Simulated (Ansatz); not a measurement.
SiO2 with an O vacancy: gradients before and after relaxing the atoms

Start: a supercell of SiO2 (space group I-42d) built from a Materials Project structure (computed, not necessarily an observed phase), with all atoms left at the host's positions.

Space group C2 (No. 5); a = 9.9092, b = 9.9092, c = 7.3113 Å.

| site | Wyckoff | site symmetry | x | y | z |
| --- | --- | --- | --- | --- | --- |
| Si1 | 4c | 1 | 0.1250 | 0.8750 | 0.8750 |
| Si2 | 4c | 1 | 0.8750 | 0.1250 | 0.3750 |
| Si3 | 4c | 1 | 0.3750 | 0.1250 | 0.3750 |
| Si4 | 4c | 1 | 0.1250 | 0.3750 | 0.8750 |
| O9 | 4c | 1 | 0.2500 | 0.6734 | 0.5000 |
| O11 | 2a | 2 | 0.0000 | 0.4234 | 0.0000 |
| O12 | 4c | 1 | 0.3266 | 0.5000 | 0.2500 |
| O13 | 4c | 1 | 0.0766 | 0.7500 | 0.7500 |
| O14 | 4c | 1 | 0.0766 | 0.2500 | 0.7500 |
| O15 | 4c | 1 | 0.8266 | 0.5000 | 0.2500 |
| O20 | 4c | 1 | 0.2500 | 0.3266 | 0.0000 |
| O21 | 2b | 2 | 0.0000 | 0.5766 | 0.5000 |
| O22 | 2b | 2 | 0.0000 | 0.0766 | 0.5000 |

One atom of each set is listed; the run and its k-mesh use a cell of 23 atoms with edges of 7.31, 7.01, 10.13 Å.

Computed with Ansatz: DFT, PBE, plane waves and PAW, scalar-relativistic, 420 eV cutoff, Γ-centred 4×4×4 k-points, Fermi–Dirac smearing 0.01 eV, cell charge +2.

The largest force at the start is 3.4 eV/Å. Relaxing the ions at fixed cell moves them by 0.562 Å at most (atom 1, Si) and 0.218 Å rms.

```tsv
site	moved (Å)	first shell before	first shell after	V_zz before (10²¹ V/m²)	η before
Si1	0.562	3 O at 1.61 Å	3 O at 1.56–1.57 Å	5.96	0.02
Si2	0.107	4 O at 1.61 Å	4 O at 1.62–1.66 Å	0.64	0.45
Si3	0.124	4 O at 1.61 Å	4 O at 1.61–1.67 Å	0.91	0.22
Si4	0.105	4 O at 1.61 Å	4 O at 1.62–1.67 Å	0.69	0.23
O9	0.110	2 Si at 1.61 Å, angle 145°	2 Si at 1.62 Å, angle 144°	8.53	0.36
O11	0.159	2 Si at 1.61 Å, angle 145°	2 Si at 1.62 Å, angle 138°	8.29	0.10
O12	0.275	2 Si at 1.61 Å, angle 145°	2 Si at 1.56–1.66 Å, angle 149°	10.04	0.79
O13	0.117	2 Si at 1.61 Å, angle 145°	2 Si at 1.57–1.67 Å, angle 130°	11.50	0.23
O20	0.131	2 Si at 1.61 Å, angle 145°	2 Si at 1.57–1.67 Å, angle 138°	10.26	0.49
O22	0.093	2 Si at 1.61 Å, angle 145°	2 Si at 1.62 Å, angle 134°	9.17	0.00
```

(1) What are V_zz and η after the relaxation?

## Answers

(1) 

```csv
site,V_zz after,η after,change of V_zz
Si1,12.18,0.03,+6.22
Si2,2.33,0.13,+1.69
Si3,2.28,0.05,+1.37
Si4,2.34,0.14,+1.65
O9,9.29,0.25,+0.76
O11,9.01,0.20,+0.72
O12,9.48,0.33,-0.56
O13,8.80,0.76,-2.70
O20,8.99,0.24,-1.27
O22,9.02,0.40,-0.15
```

The largest change of V_zz is on Si1, from 5.96 to 12.18. In per cent, |V_zz| changes by +104 on Si, -23 to +9 on O (all sites that start above 2). Where |V_zz| stays above 0.1 and the axes keep their order, η moves most on O13, from 0.23 to 0.76. On O20, Si4 V_xx and V_yy change places (or their axes turn by over 50°), so the two values of η hide a larger change. The table leaves out 3 of the 13 sites, with |V_zz| up to 9.21; their tensors move by 1.30 at most along any direction. The statements above cover all sites. The electronic state changes along with the positions (a gap opens), so the changes aren't those of geometry alone. The host's own positions weren't relaxed first, so part of the change far from the defect can be the host's relaxation.

The defect repeats with the cell of 23 atoms, so it feels its images: sites between two images don't show the values beside a lone defect, and zeros or small values of η there can come from the images' arrangement. O and Si carry a gradient in the pure host already, so the values there aren't the defect's effect alone. A uniform background compensates the cell's charge.
Before: The run isn't spin-polarised, and a state with spin may lie lower. The defect cell has no gap above 0.1 eV on its mesh, so the values can hang on the smearing and the k-mesh. The neighbours have not yet relaxed around the defect (largest force 3.4 eV/Å), so the values at and beside it are those of a strained start, not of the defect in a real crystal.
